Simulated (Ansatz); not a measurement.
# AlN(101) (P6_3mc bulk, slab 11 Å thick): simulated STM, part 1 of 2

The task: relax AlN(101) (P6_3mc bulk, slab 11 Å thick) and compute the vacuum tail of its states by energy, as an STM tip samples it.

Program: Ansatz 0.2.0. Level of theory: DFT PBE, scalar-relativistic, plane waves, PAW. These are calculated values, not measurements.

### 1 The structure to begin with

The structure is monoclinic, space group Cm (No. 8). The conventional cell has a = 11.321 Å, b = 3.111 Å, c = 28.785 Å, α = 90.00°, β = 90.00°, γ = 90.00°. Al (site symmetry m) has 2 N at 1.89 to 1.92 Å as nearest neighbours. Al (site symmetry m) is surrounded by 3 N at 1.89 to 1.92 Å. N (site symmetry m) has 4 Al at 1.89 to 1.92 Å as nearest neighbours. Al (site symmetry m) is surrounded by 4 N at 1.89 to 1.92 Å. Only part of the 20 independent sites is listed.

Coordinates:

```
CELL_PARAMETERS angstrom
3.11100 0.00000 0.00000
-1.55550 5.66032 0.00000
0.00000 0.00000 28.78488
ATOMIC_POSITIONS crystal
Al 0.88216 0.76432 0.31266
Al 0.15104 0.30208 0.32638
N 0.73327 0.46654 0.34436
N 0.00215 0.00430 0.35807
Al 0.49544 0.99088 0.39498
Al 0.76432 0.52864 0.40870
N 0.34655 0.69310 0.42667
N 0.61543 0.23086 0.44039
Al 0.10872 0.21743 0.47729
Al 0.37760 0.75519 0.49101
N 0.95983 0.91966 0.50899
N 0.22871 0.45742 0.52271
Al 0.72200 0.44399 0.55961
Al 0.99088 0.98175 0.57333
N 0.57311 0.14622 0.59130
N 0.84199 0.68398 0.60502
Al 0.33528 0.67055 0.64193
Al 0.60416 0.20831 0.65564
N 0.18639 0.37278 0.67362
N 0.45527 0.91054 0.68734
```

Slab cut from the bulk at the bulk's listed lattice constants, lower half held.

### 2 Relaxing the atoms

Input file input.yaml:

```yaml
crystal:
  lattice:
    - [3.11100215, 0.0, 0.0]
    - [-1.55550108, 5.66032109, 0.0]
    - [0.0, 0.0, 28.7848772714]
  atoms:
    - { symbol: Al, position: [0.88215894, 0.76431788, 0.3126641783] }
    - { symbol: Al, position: [0.15103879, 0.30207758, 0.3263833884] }
    - { symbol: "N", position: [0.73327139, 0.46654278, 0.3443555486] }
    - { symbol: "N", position: [0.00215124, 0.00430248, 0.3580747587] }
    - { symbol: Al, position: [0.49543803, 0.99087606, 0.3949794391] }
    - { symbol: Al, position: [0.76431788, 0.52863576, 0.4086986492] }
    - { symbol: "N", position: [0.34655048, 0.69310096, 0.4266708193] }
    - { symbol: "N", position: [0.61543033, 0.23086066, 0.4403900295] }
    - { symbol: Al, position: [0.10871712, 0.21743424, 0.4772947098] }
    - { symbol: Al, position: [0.37759697, 0.75519394, 0.4910139199] }
    - { symbol: "N", position: [0.95982957, 0.91965914, 0.5089860801] }
    - { symbol: "N", position: [0.22870942, 0.45741884, 0.5227052902] }
    - { symbol: Al, position: [0.72199621, 0.44399243, 0.5596099705] }
    - { symbol: Al, position: [0.99087606, 0.98175212, 0.5733291807] }
    - { symbol: "N", position: [0.57310866, 0.14621733, 0.5913013508] }
    - { symbol: "N", position: [0.84198851, 0.68397702, 0.6050205609] }
    - { symbol: Al, position: [0.3352753, 0.67055061, 0.6419252413] }
    - { symbol: Al, position: [0.60415515, 0.2083103, 0.6556444514] }
    - { symbol: "N", position: [0.18638775, 0.37277551, 0.6736166116] }
    - { symbol: "N", position: [0.4552676, 0.9105352, 0.6873358217] }
basis:
  ecutwfc: 420.0
  fft_grid_basis: typed
kpoints:
  mp_grid: { grid: [9, 5, 1] }
hamiltonian:
  xc: pbe
  pseudopotentials: { kind: paw }
scf:
  occupations: { method: gaussian, width: 0.05 }
output:
  forces: true
  eigenvalues: true
efield:
  axis: 3
  dipole_correction: true
  ramp_width: 0.04
relax:
  adjacent_minimum: "off"
  f_tol: 0.04
  max_steps: 40
  constraints: [{ sites: [0, 1, 2, 3, 4, 5, 6, 7, 8] }]
```

Run with:

```sh
ansatz run input.yaml --threads 2 --pin off --max-ram 4423MiB --backend cpu --events-out ev --progress --plain --runs-dir out
```

Standard output:

```text
Warning: crystal.symmetry: narrowed to the stabiliser of the k-point mesh — unitary ops 2 → 1; excluded 1 operation that carries a point of the 9×5×1 mesh (shift [0, 0, 0]) off the mesh (the run samples exactly the mesh kpoints.mp_grid names, as under crystal.symmetry.detect: false, and its converged state has the mesh's symmetry, not the crystal's; ε∞, the Born charges and the force constants of a linear response (`dielectric:` by the response, `phonons.method: dfpt`) are averaged over those of the crystal's operations that the state keeps within a tolerance, where `mesh_tensors`, `unaveraged_element` or `gamma_mean_max_change_ev_ang2` stands beside them; a row that `dielectric.field_direction` solves alone is averaged likewise, with nothing beside; a Γ-centred mesh of equal divisions is mapped onto itself by every operation and keeps the whole group, as does a half-shifted one under kpoints.further_shifts: images)
Warning: RAYON_NUM_THREADS=2 ignored (pool sized by the plan → 2); use --threads N
Engine: ansatz 0.2.0, x86_64-unknown-linux-gnu
Pseudopotentials: kind: paw
Pseudopotential: Al, paw, valence charge 3, recommended cutoff 420 eV (normal), Al.paw.azcp
Pseudopotential: N, paw, valence charge 5, recommended cutoff 420 eV (normal), N.paw.azcp
Functional definition: PBE
  parameter kappa = 0.804
  parameter beta = 0.06672455060314922
  exchange = pbe_x(kappa = kappa, mu = beta*pi^2/3)
  correlation = pbe_c(beta = beta)
Crystal: 20 atoms, lattice volume = 506.881 Å³
Basis set: ecut = 420 eV, 9911 PW (Γ), exchange–correlation on 48×80×400 points (8 copies of the dense FFT grid, shifted against one another)
Bands: 60, of which v1, the nominal top of the filled ones, is band 40 counted from 1 (39 counted from 0)
Symmetry: 1 space group operations
k-points: 23 of 45 (time reversal used)
Non-local potential: Al, projectors of the file, l = 0: 2, l = 1: 2, l = 2: 1
Non-local potential: N, projectors of the file, l = 0: 2, l = 1: 2, l = 2: 1
PAW form: soft (Blöchl's): semilocal exchange-correlation on the pseudo side does not see the compensation charge
PAW one-centre angular grid: Al, 110 points (default); XC on 64 Gauss nodes
PAW one-centre angular grid: N, 110 points (default); XC on 64 Gauss nodes
Initial density: superposition of atomic densities (neutral atoms: chi_scale 0, normalization atom), corrected by the library's trained network
Initial wavefunctions: pseudopotential atomic-orbital guess
Functional: x = pbe(κ = 0.804, μ = 0.2195149727645171), c = pbe(β = 0.06672455060314922)
SCF iter   1: F=—  HF=-9231.549484 eV  |F-HF|=—  |Δ(HF+E_count)|=         —  Δρ=6.15e-3  dr2=1.07e0  ethr=1.77e-3  p=-0.346 e·Å  D=-1.23e-1 V/Å  ΔV_dip=3.55 eV  dr2_dipole=5.92e-1  V_vac-E_F(+/−)=8.07/4.51 eV  ⟨swp⟩=10.7  Hψ=8852  notcnv=0  defer=223
efield: sawtooth ramp at fractional position 0.9800 (placed from the atoms, in the widest stretch of the axis that holds none; the zero of the levels goes with the place), width 0.0400; the density the first Hamiltonian is built on has a dipole p = -0.346 e·Å; the dipole correction subtracts the counter field D = -1.23e-1 V/Å, which shifts the + side's vacuum level by +3.55 eV against the − side's; the planar-averaged density in the ramp window peaks in size at 3.9e-6 e/Å³
preconditioner: auto → LDOS  [metal: Δε(μ)=0.002 eV  Ē_g=11.681 eV  σ=0.050 eV  W_gap=0.02  n_scr=48 (ndim 8)  ℏωp=14.8 eV  f_vac=0.510  D(μ)=17.41/eV (n_scr^D=138)  β→1.0]
SCF iter   2: F=—  HF=-9231.516181 eV  |F-HF|=—  |Δ(HF+E_count)|=   3.33e-2  Δρ=4.92e-3  dr2=7.85e-2  ethr=1.34e-3  p=-0.358 e·Å  D=-1.28e-1 V/Å  ΔV_dip=3.68 eV  dr2_dipole=8.90e-3  V_vac-E_F(+/−)=8.20/4.52 eV  ⟨swp⟩=2.0  Hψ=1680  notcnv=0  defer=284
SCF iter   3: F=—  HF=-9231.514710 eV  |F-HF|=—  |Δ(HF+E_count)|=   1.47e-3  Δρ=2.97e-3  dr2=6.31e-2  ethr=9.81e-5  p=-0.353 e·Å  D=-1.26e-1 V/Å  ΔV_dip=3.63 eV  dr2_dipole=7.34e-4  V_vac-E_F(+/−)=8.19/4.57 eV  ⟨swp⟩=2.4  Hψ=1946  notcnv=0  defer=310
SCF iter   4: F=—  HF=-9231.509757 eV  |F-HF|=—  |Δ(HF+E_count)|=   4.95e-3  Δρ=1.62e-3  dr2=2.83e-2  ethr=7.88e-5  p=-0.356 e·Å  D=-1.27e-1 V/Å  ΔV_dip=3.65 eV  dr2_dipole=6.65e-5  V_vac-E_F(+/−)=8.24/4.58 eV  ⟨swp⟩=1.0  Hψ=1073  notcnv=0  defer=310
SCF iter   5: F=—  HF=-9231.508657 eV  |F-HF|=—  |Δ(HF+E_count)|=   1.10e-3  Δρ=1.29e-3  dr2=2.34e-2  ethr=3.54e-5  p=-0.360 e·Å  D=-1.29e-1 V/Å  ΔV_dip=3.70 eV  dr2_dipole=4.02e-3  V_vac-E_F(+/−)=8.30/4.60 eV  ⟨swp⟩=1.3  Hψ=1344  notcnv=0  defer=309
SCF iter   6: F=—  HF=-9231.507841 eV  |F-HF|=—  |Δ(HF+E_count)|=   8.16e-4  Δρ=1.10e-3  dr2=1.50e-2  ethr=2.92e-5  p=-0.363 e·Å  D=-1.30e-1 V/Å  ΔV_dip=3.73 eV  dr2_dipole=2.87e-3  V_vac-E_F(+/−)=8.33/4.60 eV  ⟨swp⟩=1.3  Hψ=1252  notcnv=0  defer=309
SCF iter   7: F=—  HF=-9231.507264 eV  |F-HF|=—  |Δ(HF+E_count)|=   5.77e-4  Δρ=1.01e-3  dr2=9.65e-3  ethr=1.88e-5  p=-0.365 e·Å  D=-1.30e-1 V/Å  ΔV_dip=3.75 eV  dr2_dipole=1.34e-3  V_vac-E_F(+/−)=8.34/4.59 eV  ⟨swp⟩=1.8  Hψ=1243  notcnv=0  defer=309
SCF iter   8: F=—  HF=-9231.506870 eV  |F-HF|=—  |Δ(HF+E_count)|=   3.94e-4  Δρ=8.48e-4  dr2=7.03e-3  ethr=1.21e-5  p=-0.364 e·Å  D=-1.30e-1 V/Å  ΔV_dip=3.74 eV  dr2_dipole=1.37e-3  V_vac-E_F(+/−)=8.33/4.59 eV  ⟨swp⟩=1.3  Hψ=1128  notcnv=0  defer=309
SCF iter   9: F=—  HF=-9231.506710 eV  |F-HF|=—  |Δ(HF+E_count)|=   1.60e-4  Δρ=5.13e-4  dr2=1.87e-3  ethr=8.79e-6  p=-0.361 e·Å  D=-1.29e-1 V/Å  ΔV_dip=3.71 eV  dr2_dipole=3.37e-6  V_vac-E_F(+/−)=8.30/4.59 eV  ⟨swp⟩=1.9  Hψ=1388  notcnv=0  defer=309
SCF iter  10: F=—  HF=-9231.506867 eV  |F-HF|=—  |Δ(HF+E_count)|=   1.57e-4  Δρ=2.65e-4  dr2=5.20e-4  ethr=2.33e-6  p=-0.359 e·Å  D=-1.28e-1 V/Å  ΔV_dip=3.69 eV  dr2_dipole=4.21e-5  V_vac-E_F(+/−)=8.29/4.60 eV  ⟨swp⟩=1.4  Hψ=1455  notcnv=0  defer=309
SCF iter  11: F=—  HF=-9231.506964 eV  |F-HF|=—  |Δ(HF+E_count)|=   9.71e-5  Δρ=1.33e-4  dr2=9.33e-5  ethr=6.50e-7  p=-0.359 e·Å  D=-1.28e-1 V/Å  ΔV_dip=3.69 eV  dr2_dipole=7.77e-8  V_vac-E_F(+/−)=8.28/4.60 eV  ⟨swp⟩=1.6  Hψ=1375  notcnv=0  defer=309
SCF iter  12: F=-9231.506987 eV  HF=-9231.506994 eV  |F-HF|=6.79e-6  |Δ(HF+E_count)|=   2.98e-5  Δρ=7.32e-5  dr2=3.39e-5  ethr=5.00e-8  p=-0.359 e·Å  D=-1.28e-1 V/Å  ΔV_dip=3.68 eV  dr2_dipole=4.31e-6  V_vac-E_F(+/−)=8.28/4.59 eV  ⟨swp⟩=26.7  Hψ=11339  notcnv=0
SCF 1 converged in 12 iterations: F = -9231.506987 eV  dr2 = 3.39e-5
relax step   1: F+E_penalty+E_count = -9231.50698699 eV  Δ(F+E_penalty+E_count) = +0.000e0 eV  max|allowed force component| = 2.416e0 eV/Å  Δτ_max = 0.0000 Å  (12 SCF iters, dr2 threshold 4.00e-5 eV, accepted)
[... 19 lines left out ...]
relax step   2: F+E_penalty+E_count = -9231.75690811 eV  Δ(F+E_penalty+E_count) = -2.499e-1 eV  max|allowed force component| = 1.648e0 eV/Å  Δτ_max = 0.0758 Å  (13 SCF iters, dr2 threshold 1.00e-4 eV, accepted)
[... 16 lines left out ...]
relax step   3: F+E_penalty+E_count = -9231.95258692 eV  Δ(F+E_penalty+E_count) = -1.957e-1 eV  max|allowed force component| = 5.612e-1 eV/Å  Δτ_max = 0.1686 Å  (13 SCF iters, dr2 threshold 1.00e-4 eV, accepted)
[... 15 lines left out ...]
relax step   4: F+E_penalty+E_count = -9231.96938812 eV  Δ(F+E_penalty+E_count) = -1.680e-2 eV  max|allowed force component| = 1.277e-1 eV/Å  Δτ_max = 0.0466 Å  (11 SCF iters, dr2 threshold 3.65e-5 eV, accepted)
[... 19 lines left out ...]
relax step   5: F+E_penalty+E_count = -9231.96968388 eV  Δ(F+E_penalty+E_count) = -2.958e-4 eV  max|allowed force component| = 7.698e-2 eV/Å  Δτ_max = 0.0255 Å  (16 SCF iters, accepted)
[... 14 lines left out ...]
relax step   6: F+E_penalty+E_count = -9231.97030705 eV  Δ(F+E_penalty+E_count) = -6.232e-4 eV  max|allowed force component| = 1.846e-2 eV/Å  Δτ_max = 0.0103 Å  (11 SCF iters, accepted)
SCF converged after 11 iterations
Free energy (F): -9231.970307 eV
Harris-Foulkes:  -9231.970307 eV  (|F-HF|=1.75e-7)
Internal energy: -9231.947024 eV  (E = F + TS)
E sigma→0 (E₀):  -9231.958666 eV
Entropy (-TS):   -0.023283 eV (-1.164 meV/atom)
Fermi energy:    -0.110983 eV
Dipole field:    D = -0.105045 V/Å  (p = -0.294251 e·Å, saw-weighted, corrected)
Work function:   Φ+ = 7.5724 eV   Φ− = 4.5488 eV
Levels:          The Fermi level and band energies are counted from a zero that moves with the ramp; work functions are not
--- Per-component energies (eV) ---
  E_band       = -495.108019
  E_kinetic    = 1574.706428
  E_local      = -57104.960760  (includes V_loc(G=0)·N_el)
  E_nonlocal   = 557.449818
  E_hartree    = 27887.049113
  E_xc         = -1008.806334
  E_vxc        = -1066.666476  (∫ρ·V_xc dr)
  E_paw        = -5949.805021  (= ΣΔE_a)
  E_vpaw       = -230.734885  (= ΣTr[D̂ρ^β])
  E_aug_tail   = 0.000954  (compensation charges beyond the density's cutoff)
  E_efield     = 0.015455  (sawtooth field / dipole correction)
  E_vefield    = 0.994607  (∫n·V_field dr)
  E_ewald      = 24812.403323
  E_smearing   = -0.023283  (= −TS)
  E_closure    = -0.000000  (closes the sum)
  Σ components = -9231.970307   (vs F -9231.970307, Δ=0.00e0)
--- Forces (eV/Å), atoms counted from 1 ---
  atom   1  Al    -0.00042343     0.11915828    -1.00204906
  atom   2  Al    -0.00266461     0.07093078     0.97292122
  atom   3  N      0.00349626    -0.69284534    -0.90925451
  atom   4  N     -0.00033950     0.61760828    -0.58165304
  atom   5  Al    -0.00003931    -0.21234979     1.01511902
  atom   6  Al     0.00045941    -0.21792844     1.34742443
  atom   7  N     -0.00073454     0.23332406    -0.67541190
  atom   8  N      0.00036936     0.24052230    -0.90530137
  atom   9  Al    -0.00017866    -0.15159252     0.73666662
  atom  10  Al    -0.00003286    -0.00684985    -0.01138023
  atom  11  N      0.00003977    -0.01546413     0.01090542
  atom  12  N     -0.00002964     0.01845798     0.01538456
  atom  13  Al     0.00013633    -0.01556388    -0.00969220
  atom  14  Al    -0.00024880     0.01536384    -0.00102479
  atom  15  N      0.00002054    -0.00927631     0.00820261
  atom  16  N      0.00003631     0.00948971    -0.01015974
  atom  17  Al     0.00004601    -0.01755128    -0.00834296
  atom  18  Al    -0.00017637    -0.01045882     0.01322983
  atom  19  N      0.00023913     0.01074556    -0.01560165
  atom  20  N      0.00005652     0.01431752     0.01009920
  max |Σ_I F_I| component: 8.15e-5 eV/Å
--- Band table (eV; the first three rows and the last of 23) ---
  k-point 0: bands = ["-16.9499", "-15.8836", "-15.4598", "-15.1162", "-14.5424", "-14.3134", "-13.8609", "-13.3983", "-13.1263", "-12.3251", "-7.8092", "-7.2326", "-7.0141", "-6.2976", "-5.7115", "-5.5393", "-4.7912", "-4.5236", "-4.1333", "-3.8330", "-3.7470", "-3.4675", "-3.2161", "-2.7478", "-2.7311", "-2.5505", "-2.5253", "-2.2819", "-2.0058", "-1.9672", "-1.9171", "-1.6217", "-1.4608", "-1.4364", "-1.4053", "-1.1952", "-0.7330", "-0.6383", "-0.4712", "-0.2167", "0.3633", "0.7816", "2.3992", "2.5268", "3.7691", "4.1404", "4.5171", "4.6476", "5.1851", "5.4688", "5.6882", "5.8494", "6.2813", "6.5561", "6.8408", "7.2235", "7.3507", "7.4768", "7.7293", "7.9508"]
[... 3 lines left out ...]
--- Relaxed structure (6 steps of the walk, 6 accepted, 0 SCFs on fresh bases) ---
  F+E_penalty+E_count = -9231.97030705 eV   max|allowed force component| = 1.846e-2 eV/Å
  atoms:
    - { symbol: Al, position: [0.8821589400000001, 0.76431788, 0.31266417829999993] }
    - { symbol: Al, position: [0.15103879, 0.30207758, 0.3263833883999999] }
    - { symbol: N, position: [0.73327139, 0.46654278000000005, 0.3443555486] }
    - { symbol: N, position: [0.0021512400000000187, 0.00430248, 0.3580747587] }
    - { symbol: Al, position: [0.49543803, 0.99087606, 0.3949794391] }
    - { symbol: Al, position: [0.7643178800000001, 0.52863576, 0.4086986492] }
    - { symbol: N, position: [0.34655048000000005, 0.69310096, 0.4266708193] }
    - { symbol: N, position: [0.6154303300000001, 0.23086065999999997, 0.4403900295] }
    - { symbol: Al, position: [0.10871712000000001, 0.21743424, 0.4772947098] }
    - { symbol: Al, position: [0.37707291441715163, 0.7541397499945713, 0.49297631896441074] }
    - { symbol: N, position: [0.9614005224964695, 0.9227949016074654, 0.5087079556081976] }
    - { symbol: N, position: [0.22848547839766628, 0.4569848380403168, 0.522441797899705] }
    - { symbol: Al, position: [0.7190452204928056, 0.438116408607648, 0.5612667713032828] }
    - { symbol: Al, position: [0.9891122814704809, 0.9782457220493664, 0.5754391165430781] }
    - { symbol: N, position: [0.5718902033426706, 0.14379159666560073, 0.5916171512870904] }
    - { symbol: N, position: [0.84142798984659, 0.6829699765275901, 0.6048003958043342] }
    - { symbol: Al, position: [0.32771927101871096, 0.6555664931242472, 0.6432595642976398] }
    - { symbol: Al, position: [0.5959691300830116, 0.1920381866864332, 0.6614085645284118] }
    - { symbol: N, position: [0.17780604197547337, 0.35572167553829237, 0.6671818427147956] }
    - { symbol: N, position: [0.44598122475066254, 0.8925328346718301, 0.6868803700007785] }
```

It took 3.5 min on 2 threads of Intel Xeon Platinum 8488C (Sapphire Rapids), shared host; peak memory 1.1 GiB.

Relaxation path:

| step | energy from step 1 (eV/cell) | largest force component (eV/Å) |
| --- | --- | --- |
| 1 | 0.0000 | 2.4163 |
| 2 | -0.2499 | 1.6479 |
| 3 | -0.4456 | 0.5612 |
| 4 | -0.4624 | 0.1277 |
| 5 | -0.4627 | 0.0770 |
| 6 | -0.4633 | 0.0185 |

Step 1 is the start.

A dipole layer in the vacuum cancels the field that periodic copies would set up if the slab's two faces differ.

Atoms 1, 2, 3, 4, 5, 6, 7, 8, 9 (counted from 1; the input counts from 0) are held at their places.

From the log: work function 7.57 eV (top face), 4.55 eV (bottom face); dipole along +c -0.294 e·Å per cell.

(Continued in part 2 of 2.)
